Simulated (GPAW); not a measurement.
Here is a GPAW 26.7.0 calculation.

File run.py:

```python
from ase.dft.bandgap import bandgap
from ase.io import write
from ase.spacegroup import crystal
from ase.units import GPa
from gpaw import GPAW, PW

# Zr 1a
# B 2d
atoms = crystal(['Zr', 'B'],
                basis=[[0.0, 0.0, 0.0],
                       [0.6666666667, 0.3333333333, 0.5]],
                spacegroup=191, setting=1,  # P6/mmm
                cellpar=[3.17, 3.17, 3.533, 90.0, 90.0, 120.0],
                primitive_cell=True)

calc = GPAW(mode=PW(1600),
            xc='LDA',
            kpts={'size': (7, 7, 5), 'gamma': True},
            occupations={'name': 'fermi-dirac', 'width': 0.05},
            setups='hgh',
            nbands=-11,
            convergence={'density': 1e-05, 'energy': 1e-05},
            maxiter=150,
            txt='gpaw.txt')
atoms.calc = calc
energy = atoms.get_potential_energy()
forces = atoms.get_forces()
stress = atoms.get_stress()
calc.write('gs.gpw')
write('result.traj', atoms)
print(f'Energy: {energy:.6f} eV')
print('Forces (eV/A):')
print(forces.round(4))
print('Stress (GPa):', (stress / GPa).round(3))
print('Fermi level:', round(calc.get_fermi_level(), 4), 'eV')
print(f'Gap: {bandgap(calc)[0]:.4f} eV, direct: {bandgap(calc, direct=True)[0]:.4f} eV')

path = atoms.cell.bandpath('GMKGALHA,LM,KH', npoints=60, eps=1e-4)
bs_calc = calc.fixed_density(kpts=path, symmetry='off', nbands=-20,
                             convergence={'bands': 'CBM+6.0', 'eigenstates': 1e-6}, txt='bands.txt')
bs = bs_calc.band_structure()
bs.write('bs.json')
print(f'Gap on the path: {bandgap(bs_calc)[0]:.4f} eV')
```

Potentials or basis: HGH pseudopotentials, pw.

Run with:

```console
$ OMP_NUM_THREADS=1 python run.py
```

(1) What does it give for the pressure?

(2) Predict the band gap along the path.

Answers

(1) -16.2 GPa.

(2) none (metal or under the smearing width).

Caveat: so large a pressure means that the cell lies far from this level's equilibrium, or that cutoff or potentials fall short; HGH potentials are hard and often keep d shells in the core, so these values are rough.
